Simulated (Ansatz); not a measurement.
# Al (Fm-3m) in Ansatz: notebook

Runs on Al. Level: LDA. Tasks: single point, equation of state.

Program: Ansatz 0.2.0. These are calculated values, not measurements. Logs are shortened: lines on timing, memory, paths and dates and some standing lists are left out, and cuts for length are marked.

**Measured values to compare with.**

“The interpretation of polycrystalline coherent inelastic neutron scattering from aluminium”, 2013, pmc:3831299 quotes, for a bulk crystal of Al: bulk modulus 76.9 GPa.

The results are compared with them further down.

**1. The crystal as given**

It takes space group Fm-3m (No. 225, cubic). The conventional cell has a = 4.050 Å, b = 4.050 Å, c = 4.050 Å, α = 90.00°, β = 90.00°, γ = 90.00°. Al (site symmetry m-3m) is surrounded by 12 Al at 2.86 Å.

**2. Single point, LDA, 15.61 Å³/atom (volume scaled by 0.94)**

Input file input.yaml:

```yaml
crystal:
  lattice:
    - [0.0, 1.9834708509, 1.9834708509]
    - [1.9834708509, 0.0, 1.9834708509]
    - [1.9834708509, 1.9834708509, 0.0]
  atoms:
    - { symbol: Al, position: [0.0, 0.0, 0.0] }
hamiltonian:
  xc: lda
  pseudopotentials: { kind: paw }
kpoints:
  mp_grid: { grid: [11, 11, 11] }
scf:
  occupations: { method: fermi_dirac, width: 0.05 }
output:
  forces: true
  stress: true
  eigenvalues: true
```

Potentials or basis: Ansatz PAW.

On the command line:

```console
$ ansatz run input.yaml --threads 2 --pin off --max-ram 5632MiB --backend cpu --events-out ev --progress --plain --runs-dir out
```

What it wrote:

```text
Warning: RAYON_NUM_THREADS=2 ignored (pool sized by the plan → 2); use --threads N
Engine: ansatz 0.2.0, x86_64-unknown-linux-gnu
Pseudopotentials: kind: paw
Pseudopotential: Al, paw, valence charge 3, recommended cutoff 420 eV (normal), Al.paw.azcp
Functional definition: SPW92
  exchange = slater_x
  correlation = pw_c
Crystal: 1 atoms, lattice volume = 15.607 Å³
Basis set: ecut = 420 eV, 307 PW (Γ)
Bands: 6, of which v1, the nominal top of the filled ones, is band 2 counted from 1 (1 counted from 0)
Symmetry: 48 space group operations
Space group: Fm-3m (ITA 225), of the structure as read, at distance tolerance 2.5e-5 Å
k-points: 56 of 1331
Non-local potential: Al, projectors of the file, l = 0: 2, l = 1: 2, l = 2: 1
PAW form: soft (Blöchl's): semilocal exchange-correlation on the pseudo side does not see the compensation charge
PAW frozen core: Al, regenerated for the run's functional, and the local potential with it (the file was generated under x = pbe(κ = 0.804, μ = 0.2195149727645171), c = pbe(β = 0.06672455060314922))
PAW one-centre angular grid: Al, 110 points (default); XC on 64 Gauss nodes
Initial density: superposition of atomic densities (neutral atoms: chi_scale 0, normalization atom), corrected by the library's trained network
Initial wavefunctions: pseudopotential atomic-orbital guess
Functional: x = slater, c = lda
SCF iter   1: F=—  HF=-512.887496 eV  |F-HF|=—  |Δ(HF+E_count)|=         —  Δρ=3.60e-3  dr2=1.88e-3  ethr=1.77e-3  ⟨swp⟩=4.9  Hψ=3013  notcnv=0
preconditioner: auto → none  [metal: Δε(μ)=0.051 eV  Ē_g=13.606 eV  σ=0.050 eV  W_gap=0.25  n_scr=0 (ndim 8)  ℏωp=16.3 eV  f_vac=0.000  D(μ)=0.53/eV (n_scr^D=0)]
SCF iter   2: F=—  HF=-512.886823 eV  |F-HF|=—  |Δ(HF+E_count)|=   6.73e-4  Δρ=1.64e-3  dr2=3.80e-4  ethr=6.27e-5  ⟨swp⟩=1.0  Hψ=786  notcnv=0  defer=1
SCF iter   3: F=—  HF=-512.886665 eV  |F-HF|=—  |Δ(HF+E_count)|=   1.58e-4  Δρ=4.38e-5  dr2=1.56e-7  ethr=1.27e-5  ⟨swp⟩=2.0  Hψ=387  notcnv=0  defer=1
SCF iter   4: F=—  HF=-512.886665 eV  |F-HF|=—  |Δ(HF+E_count)|=   2.39e-7  Δρ=4.45e-6  dr2=1.94e-9  ethr=5.21e-9  ⟨swp⟩=1.1  Hψ=321  notcnv=0  defer=1
iter 5 did not close the SCF: its close was put off for the readings that it lacked (scf_convergence_deferred on its scf_iter line)
SCF iter   5: F=-512.886665 eV  HF=-512.886665 eV  |F-HF|=1.14e-13  |Δ(HF+E_count)|=  1.68e-10  Δρ=9.71e-8  dr2=5.50e-13  ethr=6.46e-11  ⟨swp⟩=1.9  Hψ=377  notcnv=0  defer=1
SCF iter   6: F=-512.886665 eV  HF=-512.886665 eV  |F-HF|=2.27e-13  |Δ(HF+E_count)|=  9.09e-13  Δρ=3.75e-9  dr2=1.03e-15  ethr=1.00e-12  ⟨swp⟩=2.4  Hψ=1148  notcnv=0
SCF 1 converged in 6 iterations: F = -512.886665 eV  dr2 = 1.03e-15
SCF converged after 6 iterations
Free energy (F): -512.886665 eV
Harris-Foulkes:  -512.886665 eV  (|F-HF|=2.27e-13)
Internal energy: -512.882742 eV  (E = F + TS)
E sigma→0 (E₀):  -512.884703 eV
Entropy (-TS):   -0.003924 eV (-3.924 meV/atom)
Fermi energy:    8.325662 eV
--- Per-component energies (eV) ---
  E_band       = 11.284839
  E_kinetic    = 23.681787
  E_local      = 10.131505  (includes V_loc(G=0)·N_el)
  E_nonlocal   = 11.083868
  E_hartree    = 0.108707
  E_xc         = -39.708809
  E_vxc        = -29.765549  (∫ρ·V_xc dr)
  E_paw        = -443.343626  (= ΣΔE_a)
  E_vpaw       = -4.064182  (= ΣTr[D̂ρ^β])
  E_aug_tail   = -0.000004  (compensation charges beyond the density's cutoff)
  E_ewald      = -74.891887
  E_core_change = 0.055717  (= ΣΔE_core)
  E_smearing   = -0.003924  (= −TS)
  E_closure    = 0.000000  (closes the sum)
  Σ components = -512.886665   (vs F -512.886665, Δ=0.00e0)
--- Forces (eV/Å), atoms counted from 1 ---
  atom   1  Al    -0.00000000     0.00000000    -0.00000000
  max |Σ_I F_I| component: 2.05e-31 eV/Å
--- Stress (GPa, compression-positive) ---
        1.233243       0.000000       0.000000
        0.000000       1.233243       0.000000
       -0.000000      -0.000000       1.233243
  P = ⅓ Tr σ = 1.2332 GPa (12.332 kbar)
--- Band table (eV; the first three rows and the last of 56) ---
  k-point 0: bands = ["-3.1597", "21.0813", "21.0813", "21.0813", "22.9626", "22.9626"]
  k-point 1: bands = ["-2.9273", "18.2339", "20.5264", "20.5264", "23.5847", "23.8624"]
  k-point 2: bands = ["-2.2326", "14.5166", "19.8302", "19.8302", "23.3465", "24.5881"]
  k-point 55: bands = ["6.8692", "7.1290", "8.6260", "10.6399", "22.6011", "25.5598"]
```

Run time: 0.45 s. Hardware: 2 threads of Intel Xeon Platinum 8259CL at 2.50GHz (Skylake/Cascade Lake), shared host; peak memory 0.28 GiB.

Results:

```yaml
Free_energy: -512.8867 eV
Pressure: 1.2 GPa
Band_gap_on_the_k_mesh: none (metal or under the smearing width)
```

Caveat: the PAW data sets come from PBE, with cores solved anew for the run's functional, which leaves a small shift of forces and pressure.

**3. Single point, LDA, 15.94 Å³/atom (volume scaled by 0.96)**

Input file input.yaml:

```yaml
crystal:
  lattice:
    - [0.0, 1.9974394157, 1.9974394157]
    - [1.9974394157, 0.0, 1.9974394157]
    - [1.9974394157, 1.9974394157, 0.0]
  atoms:
    - { symbol: Al, position: [0.0, 0.0, 0.0] }
hamiltonian:
  xc: lda
  pseudopotentials: { kind: paw }
kpoints:
  mp_grid: { grid: [11, 11, 11] }
scf:
  occupations: { method: fermi_dirac, width: 0.05 }
output:
  forces: true
  stress: true
  eigenvalues: true
  write_density: true
  write_potential: true
  elf: true
  volumetric_format: npy
```

Potentials or basis: Ansatz PAW.

On the command line:

```console
$ ansatz run input.yaml --threads 2 --pin off --max-ram 5632MiB --backend cpu --events-out ev --progress --plain --runs-dir out
```

Run time: 0.61 s. Hardware: 2 threads of Intel Xeon Platinum 8259CL at 2.50GHz (Skylake/Cascade Lake), shared host; peak memory 0.31 GiB.

Results (log left out):

| Quantity | Value |
| --- | --- |
| Free energy | -512.8873 eV |
| Pressure | -0.6 GPa |
| Band gap on the k mesh | none (metal or under the smearing width) |

Caveat: the PAW data sets come from PBE, with cores solved anew for the run's functional, which leaves a small shift of forces and pressure.

**4. Single point, LDA, 16.27 Å³/atom (volume scaled by 0.98)**

Input file input.yaml:

```yaml
crystal:
  lattice:
    - [0.0, 2.0112152952, 2.0112152952]
    - [2.0112152952, 0.0, 2.0112152952]
    - [2.0112152952, 2.0112152952, 0.0]
  atoms:
    - { symbol: Al, position: [0.0, 0.0, 0.0] }
hamiltonian:
  xc: lda
  pseudopotentials: { kind: paw }
kpoints:
  mp_grid: { grid: [11, 11, 11] }
scf:
  occupations: { method: fermi_dirac, width: 0.05 }
output:
  forces: true
  stress: true
  eigenvalues: true
```

On the command line:

```console
$ ansatz run input.yaml --threads 2 --pin off --max-ram 5632MiB --backend cpu --events-out ev --progress --plain --runs-dir out
```

Run time: 0.45 s. Hardware: 2 threads of Intel Xeon Platinum 8259CL at 2.50GHz (Skylake/Cascade Lake), shared host; peak memory 0.31 GiB.

It converged, with:

| Property | Result |
| --- | --- |
| Free energy | -512.8844 eV |
| Pressure | -2.2 GPa |
| Band gap on the k mesh | none (metal or under the smearing width) |

Caveat: the PAW data sets come from PBE, with cores solved anew for the run's functional, which leaves a small shift of forces and pressure.

**5. Single point, LDA, 16.60 Å³/atom**

input.yaml, as its differences from that of step 4:

```diff
@@ -2,5 +2,5 @@
   lattice:
-    - [0.0, 2.0112152952, 2.0112152952]
-    - [2.0112152952, 0.0, 2.0112152952]
-    - [2.0112152952, 2.0112152952, 0.0]
+    - [0.0, 2.024805, 2.024805]
+    - [2.024805, 0.0, 2.024805]
+    - [2.024805, 2.024805, 0.0]
   atoms:
```

On the command line:

```console
$ ansatz run input.yaml --threads 2 --pin off --max-ram 5632MiB --backend cpu --events-out ev --progress --plain --runs-dir out
```

It took 0.47 s on 2 threads of Intel Xeon Platinum 8259CL at 2.50GHz (Skylake/Cascade Lake), shared host; peak memory 0.3 GiB.

The run converged. Its results:

| Item | Value |
| --- | --- |
| Free energy | -512.8783 eV |
| Pressure | -3.7 GPa |
| Band gap on the k mesh | none (metal or under the smearing width) |

Caveat: the PAW data sets come from PBE, with cores solved anew for the run's functional, which leaves a small shift of forces and pressure.

**6. Single point, LDA, 16.93 Å³/atom (volume scaled by 1.02)**

input.yaml, as its differences from that of step 5:

```diff
@@ -2,5 +2,5 @@
   lattice:
-    - [0.0, 2.024805, 2.024805]
-    - [2.024805, 0.0, 2.024805]
-    - [2.024805, 2.024805, 0.0]
+    - [0.0, 2.0382146954, 2.0382146954]
+    - [2.0382146954, 0.0, 2.0382146954]
+    - [2.0382146954, 2.0382146954, 0.0]
   atoms:
```

Potentials or basis: Ansatz PAW.

On the command line:

```console
$ ansatz run input.yaml --threads 2 --pin off --max-ram 5632MiB --backend cpu --events-out ev --progress --plain --runs-dir out
```

Run time: 0.47 s. Hardware: 2 threads of Intel Xeon Platinum 8259CL at 2.50GHz (Skylake/Cascade Lake), shared host; peak memory 0.31 GiB.

It converged, with:

| Item | Value |
| --- | --- |
| Free energy | -512.8693 eV |
| Pressure | -4.9 GPa |
| Band gap on the k mesh | none (metal or under the smearing width) |

Caveat: the PAW data sets come from PBE, with cores solved anew for the run's functional, which leaves a small shift of forces and pressure.

**7. Single point, LDA, 17.27 Å³/atom (volume scaled by 1.04)**

input.yaml, as its differences from that of step 6:

```diff
@@ -2,5 +2,5 @@
   lattice:
-    - [0.0, 2.0382146954, 2.0382146954]
-    - [2.0382146954, 0.0, 2.0382146954]
-    - [2.0382146954, 2.0382146954, 0.0]
+    - [0.0, 2.0514502267, 2.0514502267]
+    - [2.0514502267, 0.0, 2.0514502267]
+    - [2.0514502267, 2.0514502267, 0.0]
   atoms:
```

On the command line:

```console
$ ansatz run input.yaml --threads 2 --pin off --max-ram 5632MiB --backend cpu --events-out ev --progress --plain --runs-dir out
```

Wall time 0.47 s (2 threads of Intel Xeon Platinum 8259CL at 2.50GHz (Skylake/Cascade Lake), shared host); peak memory 0.3 GiB.

Results (log left out):

* Free energy: -512.8579 eV
* Pressure: -6.1 GPa
* Band gap on the k mesh: none (metal or under the smearing width)

Caveat: the PAW data sets come from PBE, with cores solved anew for the run's functional, which leaves a small shift of forces and pressure.

**8. Single point, LDA, 17.60 Å³/atom (volume scaled by 1.06)**

input.yaml, as its differences from that of step 7:

```diff
@@ -2,5 +2,5 @@
   lattice:
-    - [0.0, 2.0514502267, 2.0514502267]
-    - [2.0514502267, 0.0, 2.0514502267]
-    - [2.0514502267, 2.0514502267, 0.0]
+    - [0.0, 2.0645171409, 2.0645171409]
+    - [2.0645171409, 0.0, 2.0645171409]
+    - [2.0645171409, 2.0645171409, 0.0]
   atoms:
```

On the command line:

```console
$ ansatz run input.yaml --threads 2 --pin off --max-ram 5632MiB --backend cpu --events-out ev --progress --plain --runs-dir out
```

Wall time 0.47 s (2 threads of Intel Xeon Platinum 8259CL at 2.50GHz (Skylake/Cascade Lake), shared host); peak memory 0.3 GiB.

The run converged. Its results:

| Item | Value |
| --- | --- |
| Free energy | -512.8442 eV |
| Pressure | -7.1 GPa |
| Band gap on the k mesh | none (metal or under the smearing width) |

Caveat: the PAW data sets come from PBE, with cores solved anew for the run's functional, which leaves a small shift of forces and pressure.

**9. Equation of state, LDA**

Potentials or basis: Ansatz PAW.

No new run: the results of the series are fitted here.

What came out:

* Equilibrium volume: 15.83 Å³/atom
* Bulk modulus: 85 GPa
* Pressure derivative of the bulk modulus: 4.6

Energy against volume, from the lowest point:
```csv
volume (Å³/atom),energy (meV/atom)
15.607,0.64
15.939,0.00
16.271,2.92
16.603,9.02
16.935,17.97
17.267,29.42
17.599,43.09
```

**10. Comparison with measurements**

Step 9. Measured bulk modulus of Al: 76.9 GPa (quoted in “The interpretation of polycrystalline coherent inelastic neutron scattering from aluminium”, 2013, pmc:3831299). This calculation gives 85 GPa (+11.1 %). The fit is for a static lattice scaled at fixed shape and fixed fractional positions. The cell as given is a measured one (16.60 Å³/atom); LDA puts the equilibrium volume -4.7 % from it, thermal expansion not counted.
